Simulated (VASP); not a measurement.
# EuO (Fm-3m) in VASP: further runs, part 2 of 3

VASP 6.6.1. Earlier steps stand in the parts before.

## 4. Single point, PBE, collinear spin, ferromagnetic start (16.85 Å³/atom)

This run uses another cell than the first one, of 16.85 Å³/atom.

INCAR reads:

```
ALGO     = Normal         # electronic algorithm
EDIFF    = 1E-6           # SCF threshold, eV
ENCUT    = 600            # plane-wave cutoff, eV
GGA      = PE             # functional
GGA_COMPAT= False        
ISIF     = 2              # what is computed and relaxed
ISMEAR   = 0              # smearing method
ISPIN    = 2              # spin polarisation
LASPH    = True           # aspherical terms in the spheres
LCHARG   = True           # write CHGCAR
LELF     = True           # ELF
LMAXMIX  = 6              # l up to which the mixer works
LORBIT   = 11             # projections on sites
LREAL    = False          # projectors in reciprocal space
LVHAR    = True         
LWAVE    = False          # write WAVECAR
MAGMOM   = 7.24 0         # initial moments
NBANDS   = 22             # bands
NELM     = 200            # most SCF steps
PREC     = Accurate       # precision mode
SIGMA    = 0.05           # smearing width, eV
```

KPOINTS reads:

```
k-points
0
Gamma
  12 12 12
```

POSCAR reads:

```
EuO
1.0
    0.0000000000      2.5635929651      2.5635929651
    2.5635929651      0.0000000000      2.5635929651
    2.5635929651      2.5635929651      0.0000000000
Eu O
1 1
Direct
    0.0000000000      0.0000000000      0.0000000000
    0.5000000000      0.5000000000      0.5000000000
```

Potentials or basis: VASP PAW PBE potentials, release 64 (Eu, O).

The run is started by

```bash
$ cat potpaw_PBE.64/Eu/POTCAR potpaw_PBE.64/O/POTCAR > POTCAR
$ mpirun -np 1 vasp_std > vasp.out
```

OUTCAR:

```text
EDIFF = 1E-6
   ENCUT = 600
   GGA = PE
   ISIF = 2
   ISMEAR = 0
   ISPIN = 2
   LASPH = True
   LORBIT = 11
   LREAL = False
   NELM = 200
   PREC = Accurate

 ion  position               nearest neighbor table
   1  0.000  0.000  0.000-   2 2.56   2 2.56   2 2.56   2 2.56   2 2.56   2 2.56
   2  0.500  0.500  0.500-   1 2.56   1 2.56   1 2.56   1 2.56   1 2.56   1 2.56

  LATTYP: Found a face centered cubic cell.
 ALAT       =     5.1271859302

  Lattice vectors:

 A1 = (   0.0000000000,   2.5635929651,   2.5635929651)
 A2 = (   2.5635929651,   0.0000000000,   2.5635929651)
 A3 = (   2.5635929651,   2.5635929651,   0.0000000000)

Analysis of symmetry for initial positions (statically):
=====================================================================
 Subroutine PRICEL returns:
 Original cell was already a primitive cell.

 Routine SETGRP: Setting up the symmetry group for a
 face centered cubic supercell.

 Subroutine GETGRP returns: Found 48 space group operations
 (whereof 48 operations were pure point group operations)
 out of a pool of 48 trial point group operations.

The static configuration has the point symmetry O_h .

Analysis of symmetry for dynamics (positions and initial velocities):
=====================================================================
 Subroutine PRICEL returns:
 Original cell was already a primitive cell.

 Routine SETGRP: Setting up the symmetry group for a
 face centered cubic supercell.

 Subroutine GETGRP returns: Found 48 space group operations
 (whereof 48 operations were pure point group operations)
 out of a pool of 48 trial point group operations.

The dynamic configuration has the point symmetry O_h .

Analysis of structural, dynamic, and magnetic symmetry:
=====================================================================
 Subroutine PRICEL returns:
 Original cell was already a primitive cell.

 Routine SETGRP: Setting up the symmetry group for a
 face centered cubic supercell.

 Subroutine GETGRP returns: Found 48 space group operations
 (whereof 48 operations were pure point group operations)
 out of a pool of 48 trial point group operations.

The overall configuration has the point symmetry O_h .

 Subroutine INISYM returns: Found 48 space group operations
 (whereof 48 operations are pure point group operations),
 and found     1 'primitive' translations

----------------------------------------------------------------------------------------

                                     Primitive cell

  volume of cell :      33.6959

  direct lattice vectors                    reciprocal lattice vectors
     0.000000000  2.563592965  2.563592965    -0.195038763  0.195038763  0.195038763
     2.563592965  0.000000000  2.563592965     0.195038763 -0.195038763  0.195038763
     2.563592965  2.563592965  0.000000000     0.195038763  0.195038763 -0.195038763

  length of vectors
     3.625467940  3.625467940  3.625467940     0.337817046  0.337817046  0.337817046

  position of ions in fractional coordinates (direct lattice)
     0.000000000  0.000000000  0.000000000
     0.500000000  0.500000000  0.500000000

  ion indices of the primitive-cell ions
[... 63 lines left out ...]
   NGX,Y,Z   is equivalent  to a cutoff of  13.76, 13.76, 13.76 a.u.
   NGXF,Y,Z  is equivalent  to a cutoff of  27.51, 27.51, 27.51 a.u.
 SYSTEM =  unknown system
   PREC   = accura    normal or accurate (medium, high low for compatibility)
   ISTART =      0    job   : 0-new  1-cont  2-samecut
   ICHARG =      2    charge: 1-file 2-atom 10-const
   ISPIN  =      2    spin polarized calculation?
   LNONCOLLINEAR =      F non collinear calculations
   LSORBIT =      F    spin-orbit coupling
   LASPH  =      T    aspherical Exc in radial PAW
   ENCUT  =  600.0 eV  44.10 Ry    6.64 a.u.   7.24  7.24  7.24*2*pi/ulx,y,z
   NELM   =    200;   NELMIN=  2; NELMDL= -5     # of ELM steps
   EDIFF  = 0.1E-05   stopping-criterion for ELM
   LREAL  =      F    real-space projection
   EDIFFG = 0.1E-04   stopping-criterion for IOM
   NSW    =      0    number of steps for IOM
   IBRION =     -1    ionic relax: 0-MD 1-quasi-New 2-CG
   NFREE  =      0    steps in history (QN), initial steepest desc. (CG)
   ISIF   =      2    stress and relaxation
   ISYM   =      2    0-nonsym 1-usesym 2-fastsym
   POTIM  = 0.5000    time-step for ionic-motion
   TEBEG  =    0.0;   TEEND  =   0.0 temperature during run
   PSTRESS=    0.0 pullay stress
   NELECT =      23.0000    total number of electrons
   NUPDOWN=      -1.0000    fix difference up-down
   EMIN   =  10.00;   EMAX   =-10.00  energy-range for DOS
   EFERMI =   0.00;   METHOD = LEGACY
   ISMEAR =     0;   SIGMA  =   0.05  broadening in eV -4-tet -1-fermi 0-gaus
   EFERMI_NEDOS =   21; number of points for ismear=-14 and -15
   IALGO  =     38    algorithm
   IMIX   =      4    mixing-type and parameters
     AMIX     =   0.40;   BMIX     =  1.00
     AMIX_MAG =   1.60;   BMIX_MAG =  1.00
  volume/ion in A,a.u.               =      16.85       113.70
  Fermi-wavevector in a.u.,A,eV,Ry     =   1.441424  2.723896 28.268862  2.077703
  Thomas-Fermi vector in A             =   2.560058
   LORBIT       =     11    0 simple, 1 ext, 2 COOP (PROOUT), +10 PAW based schemes
   GGA     = PE    functional components
   LHFCALC =     F    Hartree Fock is set to
   AEXX    =    0.0000 exact exchange contribution
   IVDW    =     0    specifies the selected vdW correction
   LEPSILON=     F    determine dielectric tensor
   LRPA    =     F    only Hartree local field effects (RPA)
 spin polarized calculation
 Gauss-broadening in eV      SIGMA  =   0.05
  energy-cutoff  :      600.00
  volume of cell :       33.70
 maximum number of plane-waves:      1158
 NGX is ok and might be reduce to    30
   NGX = 15   NGY = 15   NGZ = 15

 number of electron      23.0000000 magnetization       6.9660710

 Free energy of the ion-electron system (eV)
  ---------------------------------------------------
  ext. energy  EPLUGINS =         0.00000000
  ---------------------------------------------------
  free energy    TOTEN  =       -22.02833265 eV

  energy without entropy =      -22.02683806  energy(sigma->0) =      -22.02758535

 E-fermi :   4.7536     XC(G=0): -10.9163

 val. band max:        4.7426015548   @ k =   0.1667   0.1667   0.0000
 cond. band min:       4.7674227772   @ k =   0.5000   0.4167   0.0000
 fundamental gap:      0.0248212224
 Fermi energy:         4.7536181924

 spin component 1

 k-point     1 :       0.0000    0.0000    0.0000
  band No.  band energies     occupation
      1     -36.7579      1.00000
      2     -15.1469      1.00000
      3     -15.1469      1.00000
      4     -15.1469      1.00000
      5     -14.0098      1.00000
      6       0.8647      1.00000
[... 589 lines left out ...]
     21      13.2155      0.00000
     22      14.4808      0.00000

 [... further k-points ...]

 spin component 2

 k-point     1 :       0.0000    0.0000    0.0000
  band No.  band energies     occupation
      1     -33.7076      1.00000
      2     -14.0915      1.00000
      3     -12.8488      1.00000
      4     -12.8488      1.00000
      5     -12.8488      1.00000
      6       0.9355      1.00000
[... 589 lines left out ...]
     21      14.6372      0.00000
     22      15.7927      0.00000

 [... further k-points ...]
[... 5 lines left out ...]
  --------------------------------------------------------------------------------------
  -------------------------------------------------------------------------------------
  Total       -0.7796132     -0.7796132     -0.7796132     -0.0000000      0.0000000      0.0000000
  in kB      -37.0691419    -37.0691419    -37.0691419     -0.0000000      0.0000000      0.0000000
  external PRESSURE =     -37.0691419 kB  Pullay stress =       0.0000000 kB

 VOLUME and BASIS-vectors are now :
 -----------------------------------------------------------------------------
  energy-cutoff  :      600.00
  volume of cell :       33.70
      direct lattice vectors                 reciprocal lattice vectors
     0.000000000  2.563592965  2.563592965    -0.195038763  0.195038763  0.195038763
     2.563592965  0.000000000  2.563592965     0.195038763 -0.195038763  0.195038763
     2.563592965  2.563592965  0.000000000     0.195038763  0.195038763 -0.195038763

 POSITION                                       TOTAL-FORCE (eV/Angst)
 -----------------------------------------------------------------------------------
      0.00000      0.00000      0.00000         0.000000      0.000000      0.000000
      2.56359      2.56359      2.56359        -0.000000     -0.000000     -0.000000
 -----------------------------------------------------------------------------------
    total drift:                                0.000000      0.000000      0.000000

  FREE ENERGIE OF THE ION-ELECTRON SYSTEM (eV)
  ---------------------------------------------------
  free  energy   TOTEN  =       -22.0283326513 eV

  energy  without entropy=      -22.0268380572  energy(sigma->0) =      -22.02758535

 total charge

# of ion       s       p       d       f       tot
--------------------------------------------------
    1        2.031   5.764   0.397   6.613  14.806
    2        1.552   3.396   0.000   0.000   4.948
--------------------------------------------------
tot          3.583   9.161   0.397   6.613  19.754

 magnetization (x)

# of ion       s       p       d       f       tot
--------------------------------------------------
    1       -0.012  -0.106   0.143   6.561   6.587
    2       -0.004  -0.093   0.000   0.000  -0.097
--------------------------------------------------
tot         -0.016  -0.199   0.143   6.561   6.490
```

It took 4.9 min on 1 thread of Intel Xeon 8259CL, shared host; peak memory 0.28 GiB.

Results:

* Free energy: -22.0283 eV
* Pressure: -3.7 GPa
* Band gap on the k mesh: zero (filled and empty bands overlap)
* Net moment: 6.97 μB per cell
* Site moments: Eu +6.59; O -0.10 μB
* Valence electrons inside the program's atomic spheres: Eu 14.81; O 4.95

Levels at points of the mesh, in eV from the Fermi level:
Spin up:
```
           k point  band 12  band 13  band 14  band 15  band 16  band 17  band 18  band 19
(0.00, 0.00, 0.00)    -0.24    -0.24     0.07     0.07     0.07     1.63     1.63     1.63
(0.50, 0.00, 0.00)    -0.27    -0.27    -0.26    -0.23     2.25     4.37     4.37     4.78
(0.50, 0.50, 0.00)    -0.36    -0.36    -0.28    -0.03    -0.03     3.44     5.76     6.62
```
Spin down:
```
           k point  band 6  band 7  band 8  band 9  band 10  band 11
(0.00, 0.00, 0.00)   -3.82   -3.82   -3.82    0.72     2.74     2.74
(0.50, 0.00, 0.00)   -5.81   -4.89   -4.89    3.07     3.69     4.15
(0.50, 0.50, 0.00)   -3.84   -3.76   -3.76   -0.25     4.17     4.27
```

Caveat: the cell stands under tension; spin-orbit coupling is left out, which moves the levels of the heavy elements; a cell with one magnetic atom can't hold antiferromagnetic order, which such compounds often take; semilocal functionals describe open f shells poorly, which spoils levels, moments and volumes.

(Continued in part 3 of 3.)
